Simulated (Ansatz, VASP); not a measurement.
**One calculation of C, two programs**

```
C
1.0
    -2.17318    2.17318    1.18551
     2.17318   -2.17318    1.18551
     2.17318    2.17318   -1.18551
C
2
Direct
  0.00000 0.00000 0.00000
  0.75000 0.25000 0.50000
```

Alike in both runs: task relaxation of cell and atoms; functional PBEsol; k mesh 8 × 8 × 8; occupations gaussian, width 0.1 eV; no spin polarisation.

|  | VASP | Ansatz |
| --- | --- | --- |
| version | VASP 6.6.1 | Ansatz 0.2.0 |
| potentials or method | VASP PAW PBE potentials, release 64 (C) | scalar-relativistic, plane waves, PAW |
| plane-wave cutoff (eV) | 600 | 420 |
| valence electrons in the cell | 8 | 8 |

VASP gave:

```
gap on the k mesh at the Fermi level, each at its own relaxed structure (eV) : 3.64
relaxed volume (Å³/atom)                                                     : 5.58
relaxed cell length with the largest relative difference (Å)                 : 2.502
energy change over the relaxation (meV/atom)                                 : -4544
```

What did Ansatz give for the same quantities?

gap on the k mesh at the Fermi level, each at its own relaxed structure (eV): 4.03; relaxed volume (Å³/atom): 5.61; relaxed cell length with the largest relative difference (Å): 2.513; energy change over the relaxation (meV/atom): -4591.

One of these differences is far larger than is usual between the two programs; its cause wasn't traced.

Caveats: the volume moved by over 15 % at a fixed basis, so the end points are rough (VASP); the PAW data sets were made with another functional, which shifts forces and pressure a little (VASP).
